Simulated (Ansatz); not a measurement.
Input and command of a calculation in Ansatz (plane waves; scalar-relativistic PAW potentials unless the input names others):

```yaml
crystal:
  lattice:
    - [3.8417168278, 0.0, 0.0]
    - [0.0, 3.8417168278, 0.0]
    - [0.0, 0.0, 31.2990241221]
  atoms:
    - { symbol: Si, position: [0.0, 0.5, 0.2396240845] }
    - { symbol: Si, position: [0.0, 0.0, 0.2830200704] }
    - { symbol: Si, position: [0.5, 0.0, 0.3264160563] }
    - { symbol: Si, position: [0.5, 0.5, 0.3698120422] }
    - { symbol: Si, position: [0.0, 0.5, 0.4132080282] }
    - { symbol: Si, position: [0.0, 0.0, 0.4566040141] }
    - { symbol: Si, position: [0.5, 0.0, 0.5] }
    - { symbol: Si, position: [0.5, 0.5, 0.5433959859] }
    - { symbol: Si, position: [0.0, 0.5, 0.5867919718] }
    - { symbol: Si, position: [0.0, 0.0, 0.6301879578] }
    - { symbol: Si, position: [0.5, 0.0, 0.6735839437] }
    - { symbol: Si, position: [0.5, 0.5, 0.7169799296] }
    - { symbol: Si, position: [0.0, 0.5, 0.7603759155] }
kpoints:
  mp_grid: { grid: [9, 9, 1], shift: [0.5, 0.5, 0.0] }
hamiltonian:
  xc: revpbe
scf:
  occupations: { method: gaussian, width: 0.05 }
  initial_density: { chi_scale: 0.1 }
output:
  forces: true
  eigenvalues: true
  stress: true
efield:
  axis: 3
  dipole_correction: true
  ramp_width: 0.04
```

```bash
ansatz run input.yaml --threads 1 --pin off --max-ram 2560MiB --backend cpu --events-out ev --progress --plain --runs-dir out
```

Abridged log:
```
Basis set: ecut = 420 eV, 9057 PW (Γ), exchange–correlation on 54×54×432 points (8 copies of the dense FFT grid, shifted against one another)
Bands: 39, of which v1, the nominal top of the filled ones, is band 26 counted from 1 (25 counted from 0)
Symmetry: 4 space group operations
k-points: 25 of 81
SCF iter   1: F=—  HF=-8291.610647 eV  |F-HF|=—  |Δ(HF+E_count)|=         —  Δρ=3.32e-2  dr2=6.24e0  ethr=3.10e-3  p=0.000 e·Å  D=1.05e-7 V/Å  ΔV_dip= 0.00 eV  dr2_dipole=2.45e-7  V_vac-E_F(+/−)=6.36/6.36 eV  ⟨swp⟩=9.6  Hψ=6183  notcnv=0  defer=17
efield: sawtooth ramp at fractional position 0.9800 (placed from the atoms, in the widest stretch of the axis that holds none; the zero of the levels goes with the place), width 0.0400; the density the first Hamiltonian is built on has a dipole p = 0.000 e·Å; the dipole correction subtracts the counter field D = 1.05e-7 V/Å, which shifts the + side's vacuum level by  0.00 eV against the − side's; the planar-averaged density in the ramp window peaks in size at 1.0e-7 e/Å³
SCF iter   2: F=—  HF=-8290.639133 eV  |F-HF|=—  |Δ(HF+E_count)|=   9.72e-1  Δρ=6.10e-3  dr2=1.40e0  ethr=3.10e-3  p= 0.000 e·Å  D=-6.45e-5 V/Å  ΔV_dip=0.00 eV  dr2_dipole=7.86e-7  V_vac-E_F(+/−)=5.98/5.98 eV  ⟨swp⟩=2.4  Hψ=2017  notcnv=0  defer=155
SCF iter   3: F=—  HF=-8290.594098 eV  |F-HF|=—  |Δ(HF+E_count)|=   4.50e-2  Δρ=2.96e-3  dr2=4.14e-1  ethr=2.70e-3  p= 0.000 e·Å  D=-3.33e-5 V/Å  ΔV_dip=0.00 eV  dr2_dipole=5.91e-5  V_vac-E_F(+/−)=5.76/5.76 eV  ⟨swp⟩=2.1  Hψ=947  notcnv=0  defer=155
SCF iter   4: F=—  HF=-8290.582736 eV  |F-HF|=—  |Δ(HF+E_count)|=   1.14e-2  Δρ=2.45e-3  dr2=3.08e-1  ethr=7.97e-4  p= 0.000 e·Å  D=-3.86e-5 V/Å  ΔV_dip=0.00 eV  dr2_dipole=4.77e-8  V_vac-E_F(+/−)=5.51/5.51 eV  ⟨swp⟩=3.4  Hψ=1649  notcnv=0  defer=159
SCF iter   5: F=—  HF=-8290.543304 eV  |F-HF|=—  |Δ(HF+E_count)|=   3.94e-2  Δρ=6.28e-4  dr2=9.10e-3  ethr=5.92e-4  p= 0.000 e·Å  D=-2.99e-5 V/Å  ΔV_dip=0.00 eV  dr2_dipole=3.49e-7  V_vac-E_F(+/−)=5.41/5.40 eV  ⟨swp⟩=2.9  Hψ=1336  notcnv=0  defer=159
SCF iter   6: F=—  HF=-8290.544222 eV  |F-HF|=—  |Δ(HF+E_count)|=   9.18e-4  Δρ=2.79e-4  dr2=1.04e-3  ethr=1.75e-5  p= 0.000 e·Å  D=-2.25e-5 V/Å  ΔV_dip=0.00 eV  dr2_dipole=1.64e-7  V_vac-E_F(+/−)=5.37/5.37 eV  ⟨swp⟩=2.2  Hψ=1501  notcnv=0  defer=151
SCF iter   7: F=—  HF=-8290.544470 eV  |F-HF|=—  |Δ(HF+E_count)|=   2.48e-4  Δρ=9.92e-5  dr2=2.54e-4  ethr=2.01e-6  p= 0.000 e·Å  D=-1.38e-5 V/Å  ΔV_dip=0.00 eV  dr2_dipole=1.96e-7  V_vac-E_F(+/−)=5.36/5.36 eV  ⟨swp⟩=2.2  Hψ=1449  notcnv=0  defer=151
SCF iter   8: F=—  HF=-8290.544509 eV  |F-HF|=—  |Δ(HF+E_count)|=   3.89e-5  Δρ=2.86e-5  dr2=1.11e-5  ethr=4.88e-7  p= 0.000 e·Å  D=-7.27e-6 V/Å  ΔV_dip=0.00 eV  dr2_dipole=4.20e-8  V_vac-E_F(+/−)=5.36/5.36 eV  ⟨swp⟩=2.4  Hψ=1315  notcnv=0  defer=151
SCF iter   9: F=—  HF=-8290.544410 eV  |F-HF|=—  |Δ(HF+E_count)|=   9.90e-5  Δρ=1.01e-5  dr2=1.16e-6  ethr=2.13e-8  p= 0.000 e·Å  D=-5.34e-6 V/Å  ΔV_dip=0.00 eV  dr2_dipole=3.99e-10  V_vac-E_F(+/−)=5.36/5.36 eV  ⟨swp⟩=2.1  Hψ=1533  notcnv=0  defer=151
SCF iter  10: F=—  HF=-8290.544410 eV  |F-HF|=—  |Δ(HF+E_count)|=   3.38e-7  Δρ=3.27e-6  dr2=1.77e-7  ethr=2.23e-9  p= 0.000 e·Å  D=-3.52e-6 V/Å  ΔV_dip=0.00 eV  dr2_dipole=1.20e-8  V_vac-E_F(+/−)=5.36/5.36 eV  ⟨swp⟩=2.0  Hψ=1412  notcnv=0  defer=151
SCF iter  11: F=-8290.544410 eV  HF=-8290.544410 eV  |F-HF|=4.98e-9  |Δ(HF+E_count)|=   3.75e-8  Δρ=1.12e-6  dr2=1.84e-8  ethr=1.92e-10  p= 0.000 e·Å  D=-1.99e-6 V/Å  ΔV_dip=0.00 eV  dr2_dipole=6.87e-10  V_vac-E_F(+/−)=5.36/5.36 eV  ⟨swp⟩=17.7  Hψ=6282  notcnv=0
SCF 1 converged in 11 iterations: F = -8290.544410 eV  dr2 = 1.84e-8
SCF converged after 11 iterations
Free energy (F): -8290.544410 eV
Harris-Foulkes:  -8290.544410 eV  (|F-HF|=4.98e-9)
Internal energy: -8290.535310 eV  (E = F + TS)
E sigma→0 (E₀):  -8290.539860 eV
Entropy (-TS):   -0.009100 eV (-0.700 meV/atom)
Fermi energy:    1.148605 eV
Dipole field:    D = 0.000021 V/Å  (p = 0.000054 e·Å, saw-weighted, corrected)
Work function:   Φ+ = 5.3596 eV   Φ− = 5.3603 eV
Levels:          The Fermi level and band energies are counted from a zero that moves with the ramp; work functions are not
--- Forces (eV/Å), atoms counted from 1 ---
  atom   1  Si     0.00000000     0.00000000    -0.10846421
  atom   2  Si     0.00000000     0.00000000    -0.09532979
  atom   3  Si     0.00000000     0.00000000    -0.00897574
  atom   4  Si     0.00000000     0.00000000    -0.07415033
  atom   5  Si     0.00000000     0.00000000    -0.00054703
  atom   6  Si     0.00000000     0.00000000    -0.00726334
  atom   7  Si     0.00000000     0.00000000     0.00001724
  atom   8  Si     0.00000000     0.00000000     0.00727117
  atom   9  Si     0.00000000     0.00000000     0.00052880
  atom  10  Si     0.00000000     0.00000000     0.07414510
  atom  11  Si     0.00000000     0.00000000     0.00898221
  atom  12  Si     0.00000000     0.00000000     0.09532004
  atom  13  Si     0.00000000     0.00000000     0.10846605
--- Stress (GPa, compression-positive) ---
        0.834545       0.000000       0.000000
        0.000000       0.834535       0.000000
        0.000000       0.000000       1.313430
  P = ⅓ Tr σ = 0.9942 GPa (9.942 kbar)
```

Apart from outputs and empty bands, the input differs from a reference run on usual settings in hamiltonian.xc: "pbesol" → "revpbe"; kpoints.mp_grid.shift: not typed → [0.5, 0.5, 0.0]; scf.initial_density.chi_scale: not typed → 0.1; basis.ecutwfc: 420 → not typed. The reference, at the same geometry (not necessarily relaxed), gave pressure -0.63 GPa (averaged over a cell that holds vacuum), largest force 0.086 eV/Å, no gap on the mesh. This run converged in 11 SCF iterations (reference: 9) with a total energy on another zero, pressure 0.99 GPa (averaged over a cell that holds vacuum), largest force 0.108 eV/Å, no gap on the mesh.

The run took 36 s on 1 thread of Intel(R) Xeon(R) Platinum 8488C (Sapphire Rapids), with other jobs on the host, peak memory 0.71 GiB.